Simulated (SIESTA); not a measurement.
# CuCl2 under changes of volume

One of the cells (29.413 Å³/atom); the others are scaled copies at fixed shape and fractional positions:

```
Cu Cl
1.0
     4.52065    0.00000    0.00000
     0.00000    4.52065    0.00000
     0.00000    0.00000    4.31771
Cu Cl
1 2
Cartesian
  0.0000 0.0000 0.0000
  0.0000 2.2603 0.0000
  2.2603 0.0000 0.0000
```

Measurements of this composition are mostly on another form, of space group No. 12.

| Quantity | Value |
| --- | --- |
| Program | SIESTA 5.4.2 |
| Functional | LDA |
| Potentials or basis | PseudoDojo 0.4 standard (LDA files) |
| Basis | DZP (energy shift 0.003 Ry; two zetas on semicore shells) |
| Grid cutoff | 800 Ry |
| Energy shift | 0.003 Ry |
| k mesh | 6 × 6 × 6 |
| Occupations | fermi-dirac, width 0.05 eV |
| Spin | no spin polarisation |

| volume (Å³/atom) | energy over the lowest point (meV/atom) | pressure (GPa) |
| --- | --- | --- |
| 27.648 | 0.00 | -0.2 |
| 28.236 | 2.35 | -1.1 |
| 28.824 | 7.89 | -1.9 |
| 29.413 | 16.27 | -2.6 |
| 30.001 | 27.09 | -3.2 |
| 30.589 | 40.05 | -3.8 |
| 31.177 | ? | ? |

Q: What does the run at 31.177 Å³/atom give?

A: Energy over the lowest point 54.90 meV/atom; pressure -4.3 GPa.

Worked out: A Birch-Murnaghan fit of order 3 (a polynomial in V^(-2/3)) to the other rows has its minimum at 27.55 Å³/atom, just outside them, with B0 = V·E''(V) = 48 GPa and B' = 5.2 at fixed shape and positions, which overstates the stiffness. It gives 54.89 meV/atom at 31.177 Å³/atom, against the run's 54.90, and -dE/dV = -4.3 GPa, against -4.3.

Energies are extrapolated to zero smearing.

Caveats: short orbitals over semicore shells can move pressures by several GPa; the basis of atomic orbitals isn't converged, which shifts pressures, moduli and gaps; an odd number of electrons without spin polarisation forces a metal; a magnetic or distorted state may lie lower; the run has no spin polarisation, though such a crystal can be magnetic.
